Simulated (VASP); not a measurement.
These are LDA (Ceperley-Alder, Perdew-Zunger), VASP's LDA PAW potentials (set 64) (plane waves; VASP) values and carry that method's errors.

The input files of a VASP run:

**KPOINTS**
```
k-points along high-symmetry lines
15
Line-mode
Reciprocal
  0.000000   0.000000   0.000000 ! GAMMA
  0.500000  -0.000000   0.500000 ! X

  0.500000  -0.000000   0.500000 ! X
  0.625000   0.250000   0.625000 ! U

  0.375000   0.375000   0.750000 ! K
  0.000000   0.000000   0.000000 ! GAMMA

  0.000000   0.000000   0.000000 ! GAMMA
  0.500000   0.500000   0.500000 ! L

  0.500000   0.500000   0.500000 ! L
  0.500000   0.250000   0.750000 ! W

  0.500000   0.250000   0.750000 ! W
  0.500000  -0.000000   0.500000 ! X
```

### INCAR
```
SYSTEM = CaF2
PREC = Accurate
ENCUT = 520
EDIFF = 1E-7
NELM = 100
ALGO = Normal
LREAL = .FALSE.
LASPH = .TRUE.
ISMEAR = 0
SIGMA = 0.05
LWAVE = .FALSE.
LCHARG = .FALSE.
LORBIT = 11
ICHARG = 11
```

### POSCAR
```
CaF2
1
   -0.0000000000     2.6688414332     2.6688414332
    2.6688414332    -0.0000000000     2.6688414332
    2.6688414332     2.6688414332    -0.0000000000
Ca F
1 2
Direct
  1.0000000000   1.0000000000   0.0000000000
  0.2500000000   0.2500000000   0.2500000000
  0.7500000000   0.7500000000   0.7500000000
```

POTCAR, in this order: Ca_sv F (LDA.64 set). Program: vasp_std. Read from the step before: CHGCAR.

Output

OSZICAR:
```
       N       E                     dE             d eps       ncg     rms          rms(c)
DAV:   1     0.211615146373E+03    0.21162E+03   -0.13800E+04  2888   0.153E+03
DAV:   2    -0.984788792079E+01   -0.22146E+03   -0.21739E+03  3648   0.387E+02
DAV:   3    -0.185416618178E+02   -0.86938E+01   -0.86853E+01  3344   0.853E+01
DAV:   4    -0.188587725669E+02   -0.31711E+00   -0.31705E+00  4848   0.126E+01
DAV:   5    -0.188605794375E+02   -0.18069E-02   -0.18068E-02  3336   0.994E-01
DAV:   6    -0.188606208988E+02   -0.41461E-04   -0.41461E-04  4264   0.844E-02
DAV:   7    -0.188606213077E+02   -0.40889E-06   -0.40895E-06  3752   0.118E-02
DAV:   8    -0.188606213169E+02   -0.91304E-08   -0.91119E-08  3464   0.125E-03
   1 F= -.18860621E+02 E0= -.18860621E+02  d E =-.240892E-25
```

### OUTCAR
```
 val. band max:       -0.9669124017   @ k =   0.5000   0.0000   0.5000

 cond. band min:       6.3477290310   @ k =   0.0000   0.0000   0.0000



 k-point     1 :       0.0000    0.0000    0.0000
  band No.  band energies     occupation
      1     -36.0882      2.00000
      2     -20.6737      2.00000
      3     -19.7405      2.00000
      4     -17.3265      2.00000
      5     -17.3265      2.00000
      6     -17.3265      2.00000
      7      -3.3707      2.00000
      8      -3.3707      2.00000
      9      -3.3707      2.00000
     10      -1.2388      2.00000
     11      -1.2388      2.00000
     12      -1.2388      2.00000
     13       6.3477      0.00000
     14       8.3150      0.00000
     15       8.3150      0.00000
     16      10.7789      0.00000

 k-point     2 :       0.0357    0.0000    0.0357
  band No.  band energies     occupation
      1     -36.0873      2.00000
      2     -20.6804      2.00000
      3     -19.7464      2.00000
      4     -17.3285      2.00000
      5     -17.3285      2.00000
      6     -17.3151      2.00000
      7      -3.3654      2.00000
      8      -3.3654      2.00000
      9      -3.3450      2.00000
     10      -1.2844      2.00000
     11      -1.2375      2.00000
     12      -1.2375      2.00000
     13       6.3966      0.00000
     14       8.3127      0.00000
     15       8.3268      0.00000
     16      10.7707      0.00000

 k-point     3 :       0.0714    0.0000    0.0714
  band No.  band energies     occupation
      1     -36.0846      2.00000
      2     -20.7003      2.00000
      3     -19.7618      2.00000
      4     -17.3343      2.00000
      5     -17.3343      2.00000
      6     -17.2816      2.00000
      7      -3.3495      2.00000
      8      -3.3495      2.00000
      9      -3.2687      2.00000
     10      -1.4160      2.00000
     11      -1.2338      2.00000
     12      -1.2338      2.00000
     13       6.5391      0.00000
     14       8.3044      0.00000
...
```

The density is held fixed in this step, so its total energy and stress have no physical meaning.

The compound is CaF2 in the fluorite structure. It was relaxed first, which changed the volume by -7 %.
